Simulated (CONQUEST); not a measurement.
PbS:

```
CELL_PARAMETERS angstrom
4.15991 0.00000 0.00000
0.00000 4.27932 0.00000
0.00000 0.00000 11.98259
ATOMIC_POSITIONS crystal
Pb 0.00763 0.24860 0.12731
Pb 0.50763 0.24860 0.62731
Pb 0.49267 0.75282 0.36904
Pb 0.99267 0.75282 0.86904
S 0.01466 0.24715 0.34982
S 0.51466 0.24715 0.84983
S 0.49313 0.75218 0.14507
S 0.99313 0.75218 0.64507
```

The cell comes from a database or a generator and needn't be the stable form of this composition.

The cell isn't the ideal one: atoms moved at random, drawn with an rms of 0.05 Å.

Base run:

* Program: CONQUEST 1.3
* Functional: PBE
* Potentials or basis: PseudoDojo NC PBE, SZ, linear scaling with L range 14 bohr, grid cutoff 120 Ha
* Occupations: none (density matrix without k points)
* Spin: no spin polarisation

Its results: pressure 12.5 GPa; largest force 1.048 eV/Å.

Q: The run is repeated on the same cell with these changes: potentials or basis from PseudoDojo NC PBE, SZ, linear scaling with L range 14 bohr, grid cutoff 120 Ha to PseudoDojo NC PBE, SZ, grid cutoff 120 Ha; occupations from none (density matrix without k points) to fermi-dirac, width 0.05 eV. What comes out?

A: Pressure 6.2 GPa; largest force 1.216 eV/Å.

Caveats: the atomic basis is small; the basis of atomic orbitals isn't converged, which shifts pressures, moduli and gaps; the density matrix is cut off at a finite range, which raises the energy and shifts forces and pressure (some runs).
